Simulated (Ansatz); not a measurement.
## Si (Fd-3m): gap against strain (xy shear, engineering strain (angle))

Si (Fd-3m) from a database structure, relaxed with r2SCAN in the plane-wave code Ansatz, then strained (xy shear, engineering strain (angle); angles, axes as in the cell below) with the atoms relaxed again within the symmetry that is left. It is cubic, Fd-3m (No. 227); conventional cell a = 5.444 Å, 20.17 Å³ an atom. Si has 4 Si at 2.36 Å. Spin-unpolarised throughout; all numbers are computed.

```
CELL_PARAMETERS angstrom
0.00000 2.72212 2.72212
2.72212 0.00000 2.72212
2.72212 2.72212 0.00000
ATOMIC_POSITIONS crystal
Si 0.25000 0.25000 0.25000
Si 0.00000 0.00000 0.00000
```

Gaps are the least over each mesh (PBE 8×8×8, r2SCAN 8×8×8, HSE06 6×6×6 when unstrained) and the special points, which keep their unstrained names; stress is the change from the unstrained cell, compression positive.

```csv
strain (%),"gap, PBE (eV)","gap, r2SCAN (eV)","gap, HSE06 (eV)","edges, HSE06","xy stress, r2SCAN (GPa)","energy rise, r2SCAN (meV/atom)"
-3.94,0.259,0.428,0.808,Γ → X,+3.21,8.0
-2.85,0.382,0.558,0.935,Γ → Γ–X (0.90),+2.32,4.2
0.0,0.583,0.770,1.144,Γ → Γ–X (0.84),0.00,0.0
```

**Question.** Estimate the row for a strain of +5.98 %.

**Answer.**
```csv
strain (%),"gap, PBE (eV)","gap, r2SCAN (eV)","gap, HSE06 (eV)","edges, HSE06","xy stress, r2SCAN (GPa)","energy rise, r2SCAN (meV/atom)"
+5.98,0.017,0.169,0.550,Γ → X,-4.88,18.4
```

Where an edge lies off the special points, it is a point of the mesh or the k point where a search put PBE's edge or least direct gap, reused for the other functionals, whose own edges may lie a little apart.

The meshes of the hybrids are coarse, so their gaps aren't converged to the digits shown.
